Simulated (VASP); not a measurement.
# GaN (Fm-3m) in VASP: further runs

Runs on GaN. Level: PBE. Tasks: single point.

All numbers are computed with VASP 6.6.1; they aren't measurements. Logs are shortened: lines on timing, memory, paths and dates and some standing lists are left out, and cuts for length are marked.

## Step 1: Starting point

The structure is cubic, space group Fm-3m (No. 225). The conventional cell has a = 4.270 Å, b = 4.270 Å, c = 4.270 Å, α = 90.00°, β = 90.00°, γ = 90.00°. Around Ga (site symmetry m-3m) lie 6 N at 2.14 Å. N (site symmetry m-3m) has 6 Ga at 2.14 Å as nearest neighbours.

Measurements of this composition are mostly on another form, of space group No. 186.

## Step 2: Single point, PBE, spin-orbit coupling, no magnetisation

Input file INCAR:

```
PREC = Accurate ; ENCUT = 600
EDIFF = 1E-7 ; ISMEAR = 0
SIGMA = 0.02 ; LREAL = False
LASPH = True ; NELM = 100
ALGO = Normal ; ISIF = 2
LWAVE = False ; LCHARG = False
MAGMOM = 0 0 0 0 0 0 ; LORBIT = 11
LSORBIT = True ; GGA_COMPAT = False
GGA = PE ; NBANDS = 34
```

Input file KPOINTS:

```
regular mesh
0
Gamma
  6 6 6
```

Input file POSCAR:

```
GaN
1.0
    0.0000000000      2.1352350000      2.1352350000
    2.1352350000      0.0000000000      2.1352350000
    2.1352350000      2.1352350000      0.0000000000
Ga N
1 1
Direct
    0.0000000000      0.0000000000      0.0000000000
    0.5000000000      0.5000000000      0.5000000000
```

Potentials or basis: VASP PAW PBE potentials, release 64 (Ga_d, N).

Command:

```
$ cat potpaw_PBE.64/Ga_d/POTCAR potpaw_PBE.64/N/POTCAR > POTCAR
$ mpirun -np 1 vasp_ncl > vasp.out
```

OUTCAR:

```text
PREC = Accurate
   ENCUT = 600
   EDIFF = 1E-7
   ISMEAR = 0
   LREAL = False
   LASPH = True
   NELM = 100
   ISIF = 2
   LORBIT = 11
   LSORBIT = True
   GGA = PE

 Found     16 irreducible k-points:

 Following reciprocal coordinates:
            Coordinates               Weight
  0.000000  0.000000  0.000000      1.000000
  0.166667  0.000000  0.000000      8.000000
  0.333333  0.000000  0.000000      8.000000
  0.500000  0.000000  0.000000      4.000000
  0.166667  0.166667  0.000000      6.000000
  0.333333  0.166667  0.000000     24.000000
   k-points           NKPTS =     16   k-points in BZ     NKDIM =     16   number of bands    NBANDS=     34
   number of dos      NEDOS =    301   number of ions     NIONS =      2
   total plane-waves  NPLWV =  13824
   dimension x,y,z NGX =    24 NGY =   24 NGZ =   24
   dimension x,y,z NGXF=    48 NGYF=   48 NGZF=   48
   ions per type =               1   1
   NGX,Y,Z   is equivalent  to a cutoff of  13.21, 13.21, 13.21 a.u.
   NGXF,Y,Z  is equivalent  to a cutoff of  26.43, 26.43, 26.43 a.u.
 SYSTEM =  unknown system
   PREC   = accura    normal or accurate (medium, high low for compatibility)
   ISTART =      0    job   : 0-new  1-cont  2-samecut
   ICHARG =      2    charge: 1-file 2-atom 10-const
   ISPIN  =      1    spin polarized calculation?
   LNONCOLLINEAR =      T non collinear calculations
   LSORBIT =      T    spin-orbit coupling
   LASPH  =      T    aspherical Exc in radial PAW
   ENCUT  =  600.0 eV  44.10 Ry    6.64 a.u.   6.03  6.03  6.03*2*pi/ulx,y,z
   NELM   =    100;   NELMIN=  2; NELMDL= -5     # of ELM steps
   EDIFF  = 0.1E-06   stopping-criterion for ELM
   LREAL  =      F    real-space projection
   EDIFFG = 0.1E-05   stopping-criterion for IOM
   NSW    =      0    number of steps for IOM
   IBRION =     -1    ionic relax: 0-MD 1-quasi-New 2-CG
   NFREE  =      0    steps in history (QN), initial steepest desc. (CG)
   ISIF   =      2    stress and relaxation
   ISYM   =      2    0-nonsym 1-usesym 2-fastsym
   POTIM  = 0.5000    time-step for ionic-motion
   TEBEG  =    0.0;   TEEND  =   0.0 temperature during run
   PSTRESS=    0.0 pullay stress
   NELECT =      18.0000    total number of electrons
   NUPDOWN=      -1.0000    fix difference up-down
   EMIN   =  10.00;   EMAX   =-10.00  energy-range for DOS
   EFERMI =   0.00;   METHOD = LEGACY
   ISMEAR =     0;   SIGMA  =   0.02  broadening in eV -4-tet -1-fermi 0-gaus
   EFERMI_NEDOS =   21; number of points for ismear=-14 and -15
   IALGO  =     38    algorithm
   IMIX   =      4    mixing-type and parameters
     AMIX     =   0.40;   BMIX     =  1.00
[... 249 lines left out ...]
  external PRESSURE =       0.1689903 kB  Pullay stress =       0.0000000 kB

 VOLUME and BASIS-vectors are now :
 -----------------------------------------------------------------------------
  energy-cutoff  :      600.00
  volume of cell :       19.47
      direct lattice vectors                 reciprocal lattice vectors
     0.000000000  2.135235000  2.135235000    -0.234166263  0.234166263  0.234166263
     2.135235000  0.000000000  2.135235000     0.234166263 -0.234166263  0.234166263
     2.135235000  2.135235000  0.000000000     0.234166263  0.234166263 -0.234166263

 POSITION                                       TOTAL-FORCE (eV/Angst)
 -----------------------------------------------------------------------------------
      0.00000      0.00000      0.00000         0.000000     -0.000000     -0.000000
      2.13524      2.13524      2.13524        -0.000000      0.000000      0.000000
 -----------------------------------------------------------------------------------
    total drift:                                0.000000     -0.000000     -0.000000

  FREE ENERGIE OF THE ION-ELECTRON SYSTEM (eV)
  ---------------------------------------------------
  free  energy   TOTEN  =       -11.1993559599 eV

  energy  without entropy=      -11.1993559599  energy(sigma->0) =      -11.19935596

 Spin-Orbit-Coupling matrix elements

 Ion:    1  E_soc:     -0.0094512
 l=   1
     0.0000000    -0.0008064    -0.0008064
    -0.0008064     0.0000000    -0.0008064
    -0.0008064    -0.0008064     0.0000000
 l=   2
     0.0000000    -0.0001621     0.0000000    -0.0001621    -0.0006067
    -0.0001621     0.0000000    -0.0004551    -0.0001621    -0.0001517
     0.0000000    -0.0004551     0.0000000    -0.0004551     0.0000000
    -0.0001621    -0.0001621    -0.0004551     0.0000000    -0.0001517
    -0.0006067    -0.0001517     0.0000000    -0.0001517     0.0000000
 l=   3
     0.0000000     0.0000000     0.0000000     0.0000000     0.0000000     0.0000000     0.0000000
     0.0000000     0.0000000     0.0000000     0.0000000     0.0000000     0.0000000     0.0000000
     0.0000000     0.0000000     0.0000000     0.0000000     0.0000000     0.0000000     0.0000000
     0.0000000     0.0000000     0.0000000     0.0000000     0.0000000     0.0000000     0.0000000
     0.0000000     0.0000000     0.0000000     0.0000000     0.0000000     0.0000000     0.0000000
     0.0000000     0.0000000     0.0000000     0.0000000     0.0000000     0.0000000     0.0000000
     0.0000000     0.0000000     0.0000000     0.0000000     0.0000000     0.0000000     0.0000000

 Ion:    2  E_soc:     -0.0000832
 l=   1
     0.0000000    -0.0000139    -0.0000139
    -0.0000139     0.0000000    -0.0000139
    -0.0000139    -0.0000139     0.0000000
 l=   2
     0.0000000     0.0000000     0.0000000     0.0000000     0.0000000
     0.0000000     0.0000000     0.0000000     0.0000000     0.0000000
     0.0000000     0.0000000     0.0000000     0.0000000     0.0000000
     0.0000000     0.0000000     0.0000000     0.0000000     0.0000000
     0.0000000     0.0000000     0.0000000     0.0000000     0.0000000
 l=   3
     0.0000000     0.0000000     0.0000000     0.0000000     0.0000000     0.0000000     0.0000000
     0.0000000     0.0000000     0.0000000     0.0000000     0.0000000     0.0000000     0.0000000
     0.0000000     0.0000000     0.0000000     0.0000000     0.0000000     0.0000000     0.0000000
     0.0000000     0.0000000     0.0000000     0.0000000     0.0000000     0.0000000     0.0000000
     0.0000000     0.0000000     0.0000000     0.0000000     0.0000000     0.0000000     0.0000000
     0.0000000     0.0000000     0.0000000     0.0000000     0.0000000     0.0000000     0.0000000
     0.0000000     0.0000000     0.0000000     0.0000000     0.0000000     0.0000000     0.0000000

 total charge

# of ion       s       p       d       tot
------------------------------------------
    1        0.710   0.707  10.175  11.592
    2        1.239   2.462   0.000   3.701
--------------------------------------------------
tot          1.949   3.169  10.175  15.293

 magnetization (x)

# of ion       s       p       d       tot
------------------------------------------
    1       -0.000   0.000   0.000  -0.000
    2        0.000   0.000   0.000   0.000
--------------------------------------------------
tot         -0.000   0.000   0.000  -0.000

 magnetization (y)

# of ion       s       p       d       tot
------------------------------------------
    1        0.000  -0.000   0.000  -0.000
    2        0.000   0.000   0.000   0.000
--------------------------------------------------
tot          0.000  -0.000   0.000  -0.000

 magnetization (z)

# of ion       s       p       d       tot
------------------------------------------
    1       -0.000  -0.000   0.000  -0.000
    2        0.000   0.000   0.000   0.000
--------------------------------------------------
tot         -0.000  -0.000   0.000  -0.000
```

stdout:

```text
POSCAR found type information on POSCAR GaN
 POSCAR found :  2 types and       2 ions
 scaLAPACK will be used
 LDA part: xc-table for (Slater+PW92), standard interpolation
 POSCAR, INCAR and KPOINTS ok, starting setup
 FFT: planning ... GRIDC
 FFT: planning ... GRID_SOFT
 FFT: planning ... GRID
 WAVECAR not read
 entering main loop
```

Wall time 26 s (1 thread of Intel Xeon Platinum 8259CL at 2.50GHz (Skylake/Cascade Lake), shared host); peak memory 0.2 GiB.

These settings aren't checked as converged: the numbers below hold their error.

What came out:

```yaml
Free_energy: -11.1994 eV
Pressure: 0.0 GPa
Valence_electrons_inside_the_program's_atomic_spheres: Ga 11.59; N 3.70
```

Caveat: the k mesh is coarse (spacing up to 0.42 Å⁻¹), so the values aren't converged.

## Step 3: Single point, PBE, spin-orbit coupling, no magnetisation

INCAR, as its differences from that of step 2:

```diff
@@ -1,2 +1,2 @@
-PREC = Accurate ; ENCUT = 600
+PREC = Accurate ; ENCUT = 400
 EDIFF = 1E-7 ; ISMEAR = 0
```

Input file KPOINTS:

```
regular mesh
0
Gamma
  8 8 8
```

POSCAR is that of step 2.

Potentials or basis: VASP PAW PBE potentials, release 64 (Ga_d, N).

Command:

```
$ cat potpaw_PBE.64/Ga_d/POTCAR potpaw_PBE.64/N/POTCAR > POTCAR
$ mpirun -np 1 vasp_ncl > vasp.out
```

Wall time 34 s (1 thread of Intel Xeon Platinum 8259CL at 2.50GHz (Skylake/Cascade Lake), shared host); peak memory 0.17 GiB.

These settings aren't checked as converged: the numbers below hold their error.

What came out:

* Free energy: -11.2091 eV
* Valence electrons inside the program's atomic spheres: Ga 11.59; N 3.68

Caveat: the cutoff is under 1.25 times the usual one of these potentials, so pressure, stress and relaxed cells hold a basis-set (Pulay) error.
